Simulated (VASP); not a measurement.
Write the native input for VASP 6.6.1 that does the following.

```
Task                   : electrostatic potential
Functional             : r2SCAN
Potentials or basis    : VASP PAW PBE potentials, release 64 (Ba_sv, O)
Cutoff                 : 520 eV
k mesh                 : 8 × 8 × 8
Occupations            : gaussian, width 0.02 eV
Spin                   : no spin polarisation
Further INCAR settings : ALGO = Normal; EDIFF = 1e-07
```

The structure of BaO lies in POSCAR:

```
BaO                                     
1.0
    0.0000000000      2.8066082545      2.8066082545
    2.8066082545     -0.0000000000      2.8066082545
    2.8066082545      2.8066082545     -0.0000000000
  Ba              O             
     1     1
Direct
     0.0000000000000000    0.0000000000000000    0.0000000000000000
     0.5000000000000000    0.5000000000000000    0.5000000000000000
```

The cell was built by a generator and needn't be a form met in nature.

One way to write it, as run:

INCAR

```
PREC = Accurate
ENCUT = 520
EDIFF = 1E-7
ISMEAR = 0
SIGMA = 0.02
LREAL = False
LASPH = True
NELM = 60
ALGO = Normal
ISIF = 2
LWAVE = False
LCHARG = True
METAGGA = R2SCAN
LMIXTAU = True
LVHAR = True
KPAR = 4
```

KPOINTS

```
Automatic mesh
0
Gamma
  8 8 8
```

Potentials or basis: VASP PAW PBE potentials, release 64 (Ba_sv, O).

Launch:

```console
$ cat potpaw_PBE.64/Ba_sv/POTCAR potpaw_PBE.64/O/POTCAR > POTCAR
$ mpirun -np 4 vasp_std > vasp.out
```

Results of the run:

- Pressure: -1.2 GPa
- Band gap on the k mesh: 2.44 eV, direct

Caveat: the PAW data sets were made with another functional, which shifts forces and pressure a little; spin-orbit coupling is left out, which moves the levels of the heavy elements.

Run time: 18 s on 4 MPI ranks on Intel(R) Xeon(R) 6975P-C (Granite Rapids), with other jobs on the host, peak memory 0.17 GiB a rank.
